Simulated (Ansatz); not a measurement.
# TiC: strain energy, fitted

TiC, Fm-3m, a = 4.333 Å. Ansatz: PBE, PAW, 420 eV, Γ-centred 18×18×12 mesh on 4 atoms, Gaussian smearing 0.10 eV; no spin polarisation. Series: equal strain along all axes, cell held, atoms fixed by symmetry; x is the strain in per cent. y is the free energy over the unstrained cell, V0 = 10.167 Å³/atom.

| x (%) | y (meV/atom) |
| --- | --- |
| -6.0 | ? |
| -4.0 | 129.65 |
| -2.0 | 30.54 |
| 0.0 | 0.00 |
| 2.0 | 26.84 |
| 4.0 | 101.42 |
| 6.0 | 215.39 |

Fit y = c2 x² + c3 x³ to the other rows, turn c2 into a modulus, and predict the missing energy.

Least squares on the rows shown. y = 7.2417 x² − 0.21143 x³. In eV per unit strain² c2 is 72.42; the stiffness is B for this strain (E = 9/2 B V0 ε², shape held): 2 × 72.42 × 160.2 / (9 × 10.167) = 254 GPa. At x = -6.0 the fit asked for gives 306.37 meV/atom. The run gave 310.31 meV/atom, so the fit is 3.94 meV/atom too low, 1.3 % of the span of the series, against an rms of 0.50 meV/atom on the fitted rows. The row lies outside the fitted range. With a term in x⁴ added, a fit to the same known rows predicts 310.72 meV/atom, so most of the miss is curvature that the known rows already hold.

Cost: 7 runs of about 0.93 core-minutes in all, on AMD EPYC 9B14 (Zen 4) (shared hosts).